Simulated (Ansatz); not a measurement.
## Re: changing the functional

The cell as given:

The structure is cubic, space group Fm-3m (No. 225). Conventional cell: a = 3.950 Å, b = 3.950 Å, c = 3.950 Å, α = 90.00°, β = 90.00°, γ = 90.00°. Re (site symmetry m-3m) has 12 Re at 2.79 Å as nearest neighbours.

This isn't the form of Re at room conditions, which is hcp.

Kept alike: task relaxation of cell and atoms; k mesh 12 × 12 × 12; occupations fermi-dirac, width 0.05 eV; no spin polarisation. Program: Ansatz, Ansatz PAW. Cutoffs run from 420 to 500 eV. The mesh is that of the run's cell of 1 atom. No spin-orbit coupling.

| run | volume (Å³/atom) |
| --- | --- |
| A | 14.610 |
| B | 14.391 |
| C | 14.755 |
| D | 15.589 |

The relaxations keep at least the cell's symmetry (Fm-3m). For a metal such a mesh leaves the last digits unconverged. Relaxations stop with a little pressure left, so the last digits of a volume or edge aren't settled. Ansatz's relaxations hold a Pulay term in the stress (up to 0.2 GPa here). All rows use potentials made for PBE.

Question: The runs differ in the functional (and the cutoff that goes with it) alone: BLYP; LDA; PBEsol; r2SCAN. Which run is which?

Answer: Run A is PBEsol; run B is LDA; run C is r2SCAN; run D is BLYP. The volume runs from 14.391 (LDA) to 15.589 Å³/atom (BLYP).
